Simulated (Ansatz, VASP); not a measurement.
C: VASP beside Ansatz

File INCAR:

```
ALGO     = Normal         # electronic algorithm
EDIFF    = 1E-7           # SCF threshold, eV
ENCUT    = 520            # plane-wave cutoff, eV
ISIF     = 2              # what is computed and relaxed
ISMEAR   = 0              # smearing method
LASPH    = True           # aspherical terms in the spheres
LCHARG   = False          # write CHGCAR
LREAL    = False          # projectors in reciprocal space
LWAVE    = False          # write WAVECAR
NBANDS   = 11             # bands
NELM     = 80             # most SCF steps
PREC     = Accurate       # precision mode
SIGMA    = 0.1            # smearing width, eV
```

KPOINTS

```
k-points
0
Gamma
  8 8 8
```

File POSCAR:

```
C
1.0
    0.0000000000      1.7834000000      1.7834000000
    1.7834000000      0.0000000000      1.7834000000
    1.7834000000      1.7834000000      0.0000000000
C
2
Direct
    0.5000000000      0.5000000000      0.5000000000
    0.7500000000      0.7500000000      0.7500000000
```

Input for Ansatz:

```yaml
crystal:
  lattice:
    - [0.0, 1.7834, 1.7834]
    - [1.7834, 0.0, 1.7834]
    - [1.7834, 1.7834, 0.0]
  atoms:
    - { symbol: C, position: [0.5, 0.5, 0.5] }
    - { symbol: C, position: [0.75, 0.75, 0.75] }
basis:
  ecutwfc: 420
kpoints:
  mp_grid: { grid: [8, 8, 8] }
hamiltonian:
  xc: lda
  pseudopotentials: { kind: paw, azcp: { folder: soft_1 } }
scf:
  occupations: { method: gaussian, width: 0.1 }
output:
  forces: true
  stress: true
  eigenvalues: true
```

This isn't the form of C at room conditions, which is graphite.

Alike in both runs: task single point; functional LDA; k mesh 8 × 8 × 8; occupations gaussian, width 0.1 eV; no spin polarisation.

|  | VASP | Ansatz |
| --- | --- | --- |
| version | VASP 6.6.1 | Ansatz 0.2.0 |
| potentials or method | VASP PAW LDA potentials, release 64 (C) | scalar-relativistic, plane waves, PAW |
| plane-wave cutoff (eV) | 520 | 420 |
| valence electrons in the cell | 8 | 8 |

|  | VASP | Ansatz | Ansatz less VASP |
| --- | --- | --- | --- |
| gap on the k mesh at the Fermi level (eV) | 4.10 | 4.11 | +0.008 |
| least direct gap on the mesh (eV) | 5.54 | 5.54 | -0.003 |
| pressure (GPa) | -11.7 | -13.2 | -1.56 |

Ansatz warned: «pseudo_functional_mismatch».
